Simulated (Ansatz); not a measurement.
The cell is COD entry 9008580, as deposited and not checked against the literature; nothing was relaxed.

An input for Te and the output that it gave: DFT, PBE, all-electron LAPW, scalar-relativistic (Ansatz 0.2.0).

```yaml
crystal:
  lattice:
    - [4.4469268669, 0.0, 0.0]
    - [-2.2234634334, 3.8511516355, 0.0]
    - [0.0, 0.0, 5.91492]
  atoms:
    - { symbol: Te, position: [0.269, 0.0, 0.1666666667] }
    - { symbol: Te, position: [0.0, 0.269, 0.8333333333] }
    - { symbol: Te, position: [0.731, 0.731, 0.5] }
kpoints:
  mp_grid: { grid: [10, 10, 6] }
  band_path:
    path:
      - [0.0, 0.0, 0.0]
      - [0.5, 0.0, 0.0]
      - [0.3333333333, 0.3333333333, 0.0]
      - [0.0, 0.0, 0.0]
      - [0.0, 0.0, 0.5]
      - [0.5, 0.0, 0.5]
      - [0.3333333333, 0.3333333333, 0.5]
      - [0.0, 0.0, 0.5]
      - [0.5, 0.0, 0.5]
    npoints: 8
scf:
  occupations: { method: fermi_dirac, width: 0.05 }
hamiltonian:
  xc: pbe
  pseudopotentials: { kind: all_electron, lapw: { basis_error: 0.001 } }
output:
  forces: true
  stress: true
  eigenvalues: true
  fatbands: true
  populations: true
  dos: { projected: true, de: 0.2, e_range: [-14, 8] }
```

The log:

```
Te: projections on atomic orbitals take those of the free atom 1s2 2s2 2p6 3s2 3p6 3d10 4s2 4p6 4d10 5s2 5p4, of charge +0.00 (hamiltonian.pseudopotentials.projection_atoms)
LAPW: plane waves up to 7.857 Å⁻¹, error target 1.0e-3 eV per atom; small_component_spin mean_spin; Te in spheres of 1.430 Å, 24 of its electrons in bands, Dirac shells []
Engine: ansatz 0.2.0
Pseudopotentials: kind: all_electron
Pseudopotential: Te, LAPW, valence charge 24, Koelling and Harmon's equation, gaussian nucleus
Functional definition: PBE
  parameter kappa = 0.804
  parameter beta = 0.06672455060314922
  exchange = pbe_x(kappa = kappa, mu = beta*pi^2/3)
  correlation = pbe_c(beta = beta)
Crystal: 3 atoms, lattice volume = 101.298 Å³
Basis set: ecut = 235.1732403465234 eV, 855 PW (Γ), exchange–correlation at level 2
Bands: 44, of which v1, the nominal top of the filled ones, is band 36 counted from 1 (35 counted from 0)
Symmetry: 6 space group operations
Space group: P3221 (ITA 154), of the structure as read, at distance tolerance 4.7e-5 Å
k-points: 72 of 600 (time reversal used)
Non-local potential: Te, projectors of the file, none
Initial density: superposition of atomic densities (chi_scale 0.1, normalization cell)
Initial wavefunctions: plane waves of lowest kinetic energy (no species holds an atomic orbital)
Functional: x = pbe(κ = 0.804, μ = 0.2195149727645171), c = pbe(β = 0.06672455060314922)
iter 1 solved again at ethr=1.51e-4 eV; its pass at ethr=1.00e-1 eV (dr2=1.09e-1 eV) is discarded
SCF iter   1: F=—  HF=-554653.096811 eV  |F-HF|=—  |Δ(HF+E_count)|=         —  Δρ=1.20e-2  dr2=1.09e-1  ethr=1.51e-4  ⟨swp⟩=3.0  Hψ=20857  notcnv=0
preconditioner: auto → Resta (q_TF=auto, 2.577 Å⁻¹)  ε∞=3.3  [insulator: Δε(μ)=0.576 eV  Ē_g=10.351 eV  σ=0.050 eV  W_gap=0.99  n_scr=22 (ndim 8)  ℏωp=15.7 eV  f_vac=0.070  D(μ)=0.00/eV (n_scr^D=0)  ε∞_Penn≈3.3]
SCF iter   2: F=—  HF=-554653.082114 eV  |F-HF|=—  |Δ(HF+E_count)|=   1.47e-2  Δρ=7.07e-3  dr2=3.94e-2  ethr=1.51e-4  ⟨swp⟩=2.0  Hψ=9395  notcnv=0
iter 3 solved again at ethr=3.25e-6 eV; its pass at ethr=5.47e-5 eV (dr2=2.34e-3 eV) is discarded
SCF iter   3: F=—  HF=-554653.084674 eV  |F-HF|=—  |Δ(HF+E_count)|=   2.56e-3  Δρ=1.59e-3  dr2=2.34e-3  ethr=3.25e-6  ⟨swp⟩=2.0  Hψ=15922  notcnv=0
SCF iter   4: F=—  HF=-554653.085857 eV  |F-HF|=—  |Δ(HF+E_count)|=         —  Δρ=5.05e-4  dr2=3.27e-4  ethr=3.25e-6  ⟨swp⟩=2.0  Hψ=9232  notcnv=0
the basis was enlarged: its passes take 403.5 KiB over the memory plan, 1 of 1 planned eigensolver slots
SCF iter   5: F=—  HF=-554653.086100 eV  |F-HF|=—  |Δ(HF+E_count)|=   2.43e-4  Δρ=1.01e-4  dr2=1.79e-5  ethr=4.54e-7  ⟨swp⟩=3.0  Hψ=9681  notcnv=0
SCF iter   6: F=—  HF=-554653.086113 eV  |F-HF|=—  |Δ(HF+E_count)|=   1.26e-5  Δρ=4.13e-5  dr2=2.59e-6  ethr=2.49e-8  ⟨swp⟩=3.0  Hψ=9643  notcnv=0
SCF iter   7: F=—  HF=-554653.086118 eV  |F-HF|=—  |Δ(HF+E_count)|=   5.01e-6  Δρ=8.45e-6  dr2=1.27e-7  ethr=3.60e-9  ⟨swp⟩=3.0  Hψ=9855  notcnv=0
SCF iter   8: F=-554653.086118 eV  HF=-554653.086118 eV  |F-HF|=1.94e-8  |Δ(HF+E_count)|=   1.73e-7  Δρ=2.30e-6  dr2=8.13e-9  ethr=1.77e-10  ⟨swp⟩=3.0  Hψ=9856  notcnv=0
SCF 1 converged in 8 iterations: F = -554653.086118 eV  dr2 = 8.13e-9
NSCF: frozen V_eff on 65 k-points
SCF converged after 8 iterations
Free energy (F): -554653.086118 eV
Harris-Foulkes:  -554653.086118 eV  (|F-HF|=1.94e-8)
Internal energy: -554653.086002 eV  (E = F + TS)
E sigma→0 (E₀):  -554653.086060 eV
Entropy (-TS):   -0.000116 eV (-0.039 meV/atom)
Fermi energy:    11.053339 eV
--- Per-component energies (eV) ---
  E_band       = -3375.642889
  E_kinetic    = 585768.208177
  E_xc         = -14372.824258
  E_electrostatic = -1126048.469921  (all electrons and nuclei)
  E_smearing   = -0.000116  (= −TS)
  E_closure    = 0.000000  (closes the sum)
  E_atoms      = -554643.707363  (free atoms, spherical and without spin; not in F)
  Σ components = -554653.086118   (vs F -554653.086118, Δ=0.00e0)
  Basis errors (estimates in eV, not in F): energy 4.6e-4 per atom: plane waves 4.2e-4 (2.4e-4 summed), levels above the bands 3.7e-57, relativity 6.3e-8, radial functions 3.9e-5, core shells 3.1e-9; eigenvalues (radial functions only) 5.8e-7; not estimated: angular momenta, meshes, grids; target (lapw.basis_error) 1.0e-3; muffin-tin radii Te 1.430 Å
--- Forces (eV/Å), atoms counted from 1 ---
  atom   1  Te     0.17062285    -0.00000000    -0.00000000
  atom   2  Te    -0.08531143     0.14776373     0.00000000
  atom   3  Te    -0.08531143    -0.14776373    -0.00000000
  max |Σ_I F_I| component: 5.78e-19 eV/Å
--- Stress (GPa, compression-positive) ---
        1.518151       0.000000       0.000000
        0.000000       1.518151      -0.000000
        0.000000      -0.000000       2.045864
  P = ⅓ Tr σ = 1.6941 GPa (16.941 kbar)
--- Band table (eV; the first three rows and the last of 72) ---
  k-point 0: bands = ["-149.0306", "-149.0303", "-149.0303", "-99.1388", "-99.1388", "-99.1363", "-99.1055", "-99.1038", "-99.1038", "-98.9634", "-98.9634", "-98.9633", "-26.5356", "-26.5356", "-26.4871", "-26.4837", "-26.4837", "-26.4132", "-26.3626", "-26.3606", "-26.3606", "-26.3336", "-26.3309", "-26.3309", "-26.3126", "-26.2881", "-26.2881", "-2.7864", "0.5353", "0.5353", "7.7880", "8.1044", "8.1044", "9.1716", "9.1716", "9.9973", "11.8831", "11.8831", "12.4728", "15.8528", "15.8528", "16.8712", "17.1969", "17.1969"]
  k-point 1: bands = ["-149.0305", "-149.0304", "-149.0303", "-99.1392", "-99.1383", "-99.1364", "-99.1054", "-99.1042", "-99.1036", "-98.9634", "-98.9634", "-98.9634", "-26.5471", "-26.5214", "-26.4886", "-26.4879", "-26.4767", "-26.4194", "-26.3628", "-26.3627", "-26.3578", "-26.3334", "-26.3318", "-26.3305", "-26.3093", "-26.2894", "-26.2880", "-2.6854", "-0.3969", "1.4928", "7.6583", "7.8461", "8.3229", "9.2687", "9.2745", "9.9899", "11.6969", "11.7269", "12.2062", "15.4813", "16.4817", "16.6202", "17.1097", "17.1943"]
  k-point 2: bands = ["-149.0305", "-149.0304", "-149.0303", "-99.1395", "-99.1377", "-99.1367", "-99.1052", "-99.1046", "-99.1034", "-98.9634", "-98.9634", "-98.9634", "-26.5543", "-26.5073", "-26.4917", "-26.4908", "-26.4665", "-26.4344", "-26.3638", "-26.3633", "-26.3553", "-26.3330", "-26.3326", "-26.3308", "-26.3020", "-26.2908", "-26.2901", "-2.3847", "-1.2207", "2.3056", "7.1503", "7.9987", "8.3159", "9.4362", "9.5561", "9.9532", "11.3958", "11.4551", "11.6933", "15.0537", "16.1711", "16.4668", "17.6153", "18.2434"]
  k-point 71: bands = ["-149.0305", "-149.0305", "-149.0303", "-99.1396", "-99.1371", "-99.1371", "-99.1049", "-99.1049", "-99.1034", "-98.9634", "-98.9634", "-98.9634", "-26.5556", "-26.4948", "-26.4944", "-26.4895", "-26.4502", "-26.4495", "-26.3654", "-26.3649", "-26.3522", "-26.3382", "-26.3297", "-26.3291", "-26.3081", "-26.3077", "-26.2747", "-1.0140", "-0.9169", "0.7777", "5.6036", "5.8251", "6.0081", "9.8171", "10.5300", "10.7338", "11.3718", "12.2624", "12.2948", "16.5006", "17.2742", "17.3969", "17.7244", "18.7462"]
--- Löwdin populations: 3 sites ---
  site symbol       q [e]
     0     Te     51.9524
     1     Te     51.9524
     2     Te     51.9524
  spilling = 0.000916 (of n_electrons = 156.000000)
```
